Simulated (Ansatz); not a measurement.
Energy landscape near a MgO structure

Method: Ansatz, DFT PBEsol, scalar-relativistic, plane waves, PAW.

Cutoff 420 eV; k points 10×10×10 on the computed 2-atom cell (Γ-centred); Gaussian smearing, width 0.02 eV; no spin polarisation.

Reference cell:

```
CELL_PARAMETERS angstrom
0.00000 2.13515 2.13515
2.13515 0.00000 2.13515
2.13515 2.13515 0.00000
ATOMIC_POSITIONS crystal
Mg 0.00000 0.00000 0.00000
O 0.50000 0.50000 0.50000
```

Each variant moves atoms of this cell by the vectors given, if any (Å), and then applies a symmetric strain (tensor components, Cartesian axes). The reference cell isn't relaxed at this level. Energies are per atom at zero smearing, counted from the lowest variant. Pressure is positive in compression.

1. strain (xx yy zz yz xz xy, %) -0.08 -0.08 3.21 1.98 1.98 -4.00; moves: Mg1 (0.042, -0.042, 0.000); O2 (-0.042, 0.042, 0.000)
2. strain (xx yy zz yz xz xy, %) 1.60 1.60 1.60 0.00 0.00 0.00
3. strain (xx yy zz yz xz xy, %) 2.78 2.78 2.78 0.00 0.00 0.00
4. strain (xx yy zz yz xz xy, %) 4.84 4.96 4.15 0.30 0.08 0.06; moves: Mg1 (0.095, -0.028, 0.013); O2 (-0.095, 0.028, -0.013)
5. strain (xx yy zz yz xz xy, %) -2.48 -1.09 -0.87 -0.24 -0.15 0.59; moves: Mg1 (0.141, -0.074, -0.193); O2 (-0.141, 0.074, 0.193)
6. strain (xx yy zz yz xz xy, %) 1.40 1.40 1.40 0.00 0.00 0.00

Q: Order the variants by energy, lowest first.

A: 6 (0.0 meV/atom), 2 (4.2 meV/atom), 3 (34.2 meV/atom), 1 (50.6 meV/atom), 4 (119.8 meV/atom), 5 (337.1 meV/atom).

Q: Order them by pressure, highest first.

A: 5 (23.66 GPa), 1 (-7.43 GPa), 6 (-10.82 GPa), 2 (-11.49 GPa), 3 (-14.95 GPa), 4 (-16.99 GPa).